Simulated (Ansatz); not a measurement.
**Tuning gaps by epitaxial strain**

Plane-wave DFT in Ansatz, r2SCAN, scalar-relativistic PAW potentials, cutoff 500 eV, no spin-orbit coupling; no spin polarisation. Equal strain along a and b of the conventional cell, c and the atoms relaxed; gaps sought over the whole zone.

| crystal | strain: gap (eV) |
| --- | --- |
| AlN (P6_3mc) | -4.5 %: 5.313; -3.0 %: 5.296; -1.5 %: 5.201; +0.0 %: 4.880; +1.5 %: 4.560; +3.0 %: 4.248; +4.5 %: 3.950 |
| ZrO₂ (P4_2/nmc) | -4.5 %: 4.924; -3.0 %: 4.835; -1.5 %: 4.745; +0.0 %: 4.598; +1.5 %: 4.290; +3.0 %: 3.987; +4.5 %: 3.699 |
| SnO (P4/nmm) | -6.0 %: 0.730; -4.0 %: 0.141; -2.0 %: 0.145; +0.0 %: 0.363; +2.0 %: 0.650; +4.0 %: 0.926; +6.0 %: 1.166 |
| TiO₂ (I4_1/amd) | -3.0 %: 2.882; -2.0 %: 2.756; -1.0 %: 2.637; +0.0 %: 2.529; +1.0 %: 2.432; +2.0 %: 2.350; +3.0 %: 2.279 |

What are the slopes on either side of zero strain, and why can they differ?

AlN (P6_3mc) -214 and -213; ZrO₂ (P4_2/nmc) -98 and -205; SnO (P4/nmm) +109 and +144; TiO₂ (I4_1/amd) -108 and -97 meV per % (over the first step on the compressive side, then on the tensile side; a positive slope means the gap grows as the plane is stretched). The slope drops from the first side to the second in ZrO₂ (P4_2/nmc). The gap is the smallest distance between any valence top and conduction valley, so its slope drops where another pair takes over. In ZrO₂ (P4_2/nmc) the strain keeps the symmetry, so nothing splits at zero; most likely two bands or valleys cross within a step of it. A crossing can only lower the slope, so where it rises, as in SnO (P4/nmm), the cause is curvature. Relaxations kept the strained cell's symmetry, so distortions at large strain weren't sought, and coherent films seldom hold more than 2 to 3 %. The slope of one pair of band edges is as a rule more reliable than the Kohn–Sham gap, while the strain at which pairs cross shifts with the functional.

Cost: about 40 core-minutes for the runs cited, on Arm Neoverse V1, AMD EPYC 7R43 (Zen 3), Intel Xeon Platinum 8488C (Sapphire Rapids) (shared hosts).